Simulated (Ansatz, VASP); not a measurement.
## WC (Qusongite) in VASP and in Ansatz

```
W C
1.0
     2.92168    0.00000    0.00000
    -1.46084    2.53025    0.00000
     0.00000    0.00000    2.84705
W C
1 1
Direct
  0.00000 0.00000 0.00000
  0.66667 0.33333 0.50000
```

Alike in both runs: functional PBE; k mesh 18 × 18 × 14; occupations gaussian, width 0.1 eV; no spin polarisation.

Ansatz relaxed the structure, and its values are those at the end. VASP's run is a single point on that final structure, the one shown.

```csv
,VASP,Ansatz
version,VASP 6.6.1,Ansatz 0.2.0
potentials or method,"VASP PAW PBE potentials, release 64 (W_sv, C)","scalar-relativistic, plane waves, PAW"
plane-wave cutoff (eV),520,420
valence electrons in the cell,18,18
```

```csv
,VASP,Ansatz,Ansatz less VASP
gap on the k mesh at the Fermi level (eV),none,none,-
pressure (GPa),1.1,0.0,-1.05
```

A gap of «none» marks a metal or a gap that the smearing closes.

Spin-orbit coupling is left out, which matters for the levels of W.
